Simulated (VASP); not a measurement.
A run of VASP 6.6.1 is set up as follows.

Contents of INCAR:

```
SYSTEM = C
PREC = Accurate
ENCUT = 520
EDIFF = 1E-7
ISMEAR = -1
SIGMA = 0.05
LREAL = .False.
LASPH = .True.
NELM = 80
ALGO = Normal
ISIF = 2
LWAVE = .False.
LCHARG = .False.
LDIPOL = .True.
IDIPOL = 3
DIPOL = 0.5 0.5 0.500
GGA = PE
IVDW = 2
IBRION = 2
NSW = 60
EDIFFG = -0.02
```

File KPOINTS:

```
Automatic mesh
0
Gamma
  9 9 1
  0 0 0
```

POSCAR

```
C
1.0
    2.4699988104      0.0000000000      0.0000000000
   -1.2349994052      2.1390817171      0.0000000000
    0.0000000000      0.0000000000     21.8239500000
C
6
Selective dynamics
Direct
    0.0000000000      0.0000000000      0.3436591451  F F F
    0.3333333333      0.6666666666      0.3452147755  F F F
    0.0000000000      0.0000000000      0.4992221848  T T T
    0.6666666667      0.3333333334      0.5007778152  T T T
    0.0000000000      0.0000000000      0.6547852245  T T T
    0.3333333333      0.6666666666      0.6563408549  T T T
```

Potentials or basis: VASP PAW PBE potentials, release 64 (C).

Run with:

```sh
$ cat potpaw_PBE.64/C/POTCAR > POTCAR
$ mpirun -np 1 vasp_std > vasp.out
```

Task: Predict the dispersion energy per atom.

Result: -0.104 eV.

Task: Estimate the energy gained by relaxing.

Result: 3.2 meV/atom.

Task: Predict the band gap on the k mesh.

Result: 0.00 eV, direct.

The path:
| step | energy change (eV) | largest force (eV/Å) | pressure (GPa) |
| --- | --- | --- | --- |
| 1 | 0.0000 | 0.5909 | -1.28 |
| 2 | -0.0118 | 0.5869 | -1.27 |
| 3 | -0.0190 | 0.5884 | -1.26 |
